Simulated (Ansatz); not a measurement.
Crystal: TiNi.

```xyz
4
Lattice="3.8219 0.0000 0.0000 0.0000 3.8219 0.0000 0.0000 0.0000 3.6362" Properties=species:S:1:pos:R:3 pbc="T T T"
Ni    0.0000    0.0000    0.0000
Ni    1.9110    1.9110    0.0000
Ti    1.9110    0.0000    1.8879
Ti    0.0000    1.9110    1.7483
```

The cell comes from a database or a generator and needn't be the stable form of this composition.

| Property | Result |
| --- | --- |
| Program | Ansatz 0.2.0 |
| Task | single point |
| Functional | PBEsol |
| Potentials or basis | Ansatz PAW |
| Cutoff | 420 eV (not typed: the program's choice for these potentials) |
| k mesh | 7 × 7 × 7 |
| Occupations | fermi-dirac, width 0.05 eV |
| Spin | collinear spin, ferromagnetic start |
| Starting moments | [1.0, 1.0, 1.0, 1.0] μB |

On this cell: pressure -5.1 GPa; largest force 0.100 eV/Å; net moment 0.00 μB per cell; band gap on the k mesh none (metal or under the smearing width).

The same run follows on a disturbed copy (atoms moved at random, drawn with an rms of 0.05 Å):

```
Ni Ti
1.0
     3.82195    0.00000    0.00000
     0.00000    3.82195    0.00000
     0.00000    0.00000    3.63625
Ni Ti
2 2
Direct
  0.00427 0.00352 0.00586
  0.50383 0.49633 0.00179
  0.50870 0.99259 0.52114
  0.01050 0.51177 0.47818
```

**Question.** What changes?

**Answer.** The energy (extrapolated to zero smearing) moves by +6.3 meV/atom; pressure -5.0 GPa; largest force 0.617 eV/Å; net moment 0.00 μB per cell; band gap on the k mesh none (metal or under the smearing width).

Forces on the atoms (eV/Å):
```
Ni   0.064 -0.011 -0.093
Ni   0.088  0.074 -0.059
Ti  -0.022  0.509 -0.040
Ti  -0.131 -0.572  0.192
```

Stress tensor (GPa, compression positive):
```
-3.60  0.00 -0.01
 0.00 -3.73  0.20
-0.01  0.20 -7.60
```

Caveats: the PAW data sets come from PBE, with cores solved anew for the run's functional, which leaves a small shift of forces and pressure; the starting moments weren't kept.
